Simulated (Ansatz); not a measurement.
# Al32N31: the cost of one run

Program: Ansatz 0.2.0. Level of theory: DFT PBE, scalar-relativistic, plane waves, PAW. These are calculated values, not measurements.

The COD entry's cell or inner coordinates are ideal or old and differ from later refinements, so a difference from it is no clean test against experiment.

2 further runs of the same task are left out: 2 set aside as unsound or not needed.

## (1) The structure to begin with

The structure is hexagonal, space group P6_3mc (No. 186). The conventional cell has a = 3.130 Å, b = 3.130 Å, c = 5.018 Å, α = 90.00°, β = 90.00°, γ = 120.00°. Al (site symmetry 3m) is surrounded by 4 N at 1.90 to 1.91 Å. N (site symmetry 3m) has 4 Al at 1.90 to 1.91 Å as nearest neighbours.

As a file:

```
Al N
1.0
     3.13025    0.00000    0.00000
    -1.56512    2.71087    0.00000
     0.00000    0.00000    5.01796
Al N
2 2
Direct
  0.33333 0.66667 0.99923
  0.66667 0.33333 0.49923
  0.33333 0.66667 0.38077
  0.66667 0.33333 0.88077
```

This cell was relaxed beforehand with the same method: volume 10.65 Å³/atom, gap on the mesh 4.03 eV.

The host's static dielectric tensor, from an earlier linear-response run, has a mean of 8.81.

The perfect supercell (rows 2 3 1; -2 -3 1; 2 -1 -1 in vectors of this cell) was computed beforehand with the same settings: E(σ→0) = -29576.1263 eV for 64 atoms, gap 4.77 eV on its own mesh.

## (2) Setting up the defect

The atom at (0.524, 0.940, 0.083) of the supercell is taken out. A small random displacement (spread 0.05 Å) lets the symmetry of the site break. Its neighbours are 3 Al at 1.90 Å, 1 Al at 1.92 Å.

## (3) Relaxing the defect, charge 0

File input.yaml:

```yaml
crystal:
  lattice:
    - [1.565122784, 8.132616546, 5.0179604223]
    - [-1.565122784, -8.132616546, 5.0179604223]
    - [7.8256139201, -2.710872182, -5.0179604223]
  atoms:
    - { symbol: Al, position: [0.8329476564, 0.2496143231, 0.0833333333] }
    - { symbol: Al, position: [0.5829476564, 0.1246143231, 0.7083333333] }
    - { symbol: Al, position: [0.5829476564, 0.8746143231, 0.4583333333] }
    - { symbol: Al, position: [0.5829476564, 0.6246143231, 0.2083333333] }
    - { symbol: Al, position: [0.0829476564, 0.1246143231, 0.2083333333] }
    - { symbol: Al, position: [0.5829476564, 0.3746143231, 0.9583333333] }
    - { symbol: Al, position: [0.0829476564, 0.8746143231, 0.9583333333] }
    - { symbol: Al, position: [0.8329476564, 0.9996143231, 0.8333333333] }
    - { symbol: Al, position: [0.8329476564, 0.7496143231, 0.5833333333] }
    - { symbol: Al, position: [0.3329476564, 0.2496143231, 0.5833333333] }
    - { symbol: Al, position: [0.8329476564, 0.4996143231, 0.3333333333] }
    - { symbol: Al, position: [0.3329476564, 0.9996143231, 0.3333333333] }
    - { symbol: Al, position: [0.3345385114, 0.7542518728, 0.0856830403], spin: 0.25 }
    - { symbol: Al, position: [0.0829476564, 0.6246143231, 0.7083333333] }
    - { symbol: Al, position: [0.0829476564, 0.3746143231, 0.4583333333] }
    - { symbol: Al, position: [0.3329476564, 0.4996143231, 0.8333333333] }
    - { symbol: Al, position: [0.6681090017, 0.1286847531, 0.2944295669], spin: 0.25 }
    - { symbol: Al, position: [0.4050599347, 0.9920909053, 0.9170946082], spin: 0.25 }
    - { symbol: Al, position: [0.4162809898, 0.7496143231, 0.6666666667] }
    - { symbol: Al, position: [0.4162809898, 0.4996143231, 0.4166666667] }
    - { symbol: Al, position: [0.9162809898, 0.9996143231, 0.4166666667] }
    - { symbol: Al, position: [0.4162809898, 0.2496143231, 0.1666666667] }
    - { symbol: Al, position: [0.9162809898, 0.7496143231, 0.1666666667] }
    - { symbol: Al, position: [0.6701991453, 0.8778702917, 0.0458536356], spin: 0.25 }
    - { symbol: Al, position: [0.6662809898, 0.6246143231, 0.7916666667] }
    - { symbol: Al, position: [0.1662809898, 0.1246143231, 0.7916666667] }
    - { symbol: Al, position: [0.6662809898, 0.3746143231, 0.5416666667] }
    - { symbol: Al, position: [0.1662809898, 0.8746143231, 0.5416666667] }
    - { symbol: Al, position: [0.1662809898, 0.6246143231, 0.2916666667] }
    - { symbol: Al, position: [0.9162809898, 0.4996143231, 0.9166666667] }
    - { symbol: Al, position: [0.9162809898, 0.2496143231, 0.6666666667] }
    - { symbol: Al, position: [0.1662809898, 0.3746143231, 0.0416666667] }
    - { symbol: "N", position: [0.2737190102, 0.8153856769, 0.7083333333] }
    - { symbol: "N", position: [0.2737190102, 0.5653856769, 0.4583333333] }
    - { symbol: "N", position: [0.2737190102, 0.3153856769, 0.2083333333] }
    - { symbol: "N", position: [0.7737190102, 0.8153856769, 0.2083333333] }
    - { symbol: "N", position: [0.2737190102, 0.0653856769, 0.9583333333] }
    - { symbol: "N", position: [0.7737190102, 0.5653856769, 0.9583333333] }
    - { symbol: "N", position: [0.5237190102, 0.6903856769, 0.8333333333] }
    - { symbol: "N", position: [0.5237190102, 0.4403856769, 0.5833333333] }
    - { symbol: "N", position: [0.0237190102, 0.9403856769, 0.5833333333] }
    - { symbol: "N", position: [0.5237190102, 0.1903856769, 0.3333333333] }
    - { symbol: "N", position: [0.0237190102, 0.6903856769, 0.3333333333] }
    - { symbol: "N", position: [0.0237190102, 0.4403856769, 0.0833333333] }
    - { symbol: "N", position: [0.7737190102, 0.3153856769, 0.7083333333] }
    - { symbol: "N", position: [0.7737190102, 0.0653856769, 0.4583333333] }
    - { symbol: "N", position: [0.0237190102, 0.1903856769, 0.8333333333] }
    - { symbol: "N", position: [0.8570523436, 0.3153856769, 0.2916666667] }
    - { symbol: "N", position: [0.6070523436, 0.1903856769, 0.9166666667] }
    - { symbol: "N", position: [0.6070523436, 0.9403856769, 0.6666666667] }
    - { symbol: "N", position: [0.6070523436, 0.6903856769, 0.4166666667] }
    - { symbol: "N", position: [0.1070523436, 0.1903856769, 0.4166666667] }
    - { symbol: "N", position: [0.6070523436, 0.4403856769, 0.1666666667] }
    - { symbol: "N", position: [0.1070523436, 0.9403856769, 0.1666666667] }
    - { symbol: "N", position: [0.8570523436, 0.0653856769, 0.0416666667] }
    - { symbol: "N", position: [0.8570523436, 0.8153856769, 0.7916666667] }
    - { symbol: "N", position: [0.3570523436, 0.3153856769, 0.7916666667] }
    - { symbol: "N", position: [0.8570523436, 0.5653856769, 0.5416666667] }
    - { symbol: "N", position: [0.3570523436, 0.0653856769, 0.5416666667] }
    - { symbol: "N", position: [0.3570523436, 0.8153856769, 0.2916666667] }
    - { symbol: "N", position: [0.1070523436, 0.6903856769, 0.9166666667] }
    - { symbol: "N", position: [0.1070523436, 0.4403856769, 0.6666666667] }
    - { symbol: "N", position: [0.3570523436, 0.5653856769, 0.0416666667] }
  host:
    lattice:
      - [3.130245568, 0.0, 0.0]
      - [-1.565122784, 2.710872182, 0.0]
      - [0.0, 0.0, 5.0179604223]
    atoms:
      - { symbol: Al, position: [0.3333333333, 0.6666666667, -0.0007713538] }
      - { symbol: Al, position: [0.6666666667, 0.3333333333, 0.4992286462] }
      - { symbol: "N", position: [0.3333333333, 0.6666666667, 0.3807713538] }
      - { symbol: "N", position: [0.6666666667, 0.3333333333, 0.8807713538] }
basis:
  ecutwfc: 420
  xc_grid: 2
kpoints:
  mp_grid: { grid: [2, 2, 2], shift: [0.5, 0.5, 0.5] }
hamiltonian:
  xc: pbe
scf:
  occupations: { method: gaussian, width: 0.01 }
output:
  forces: true
  stress: false
  eigenvalues: true
  populations: true
  charged_corrections:
    defect_position: [0.52371901, 0.94038568, 0.08333333]
    epsilon: [[8.2949, 0.0, 0.0], [0.0, 8.2949, 0.0], [0.0, 0.0, 9.8373]]
  write_density: true
  write_potential: true
  elf: true
  volumetric_format: npy
magnetization:
  spin_polarized: true
relax:
  adjacent_minimum: "off"
  f_tol: 0.025
  max_steps: 60
```

The run is started by

```bash
$ ansatz run input.yaml --threads 4 --pin off --max-ram 10240MiB --backend cpu --events-out ev --progress --plain --runs-dir out
```

What time and memory should one allow on 4 threads of Arm Neoverse V1, shared host?

About 7.1 min, with a peak of 2.9 GiB.
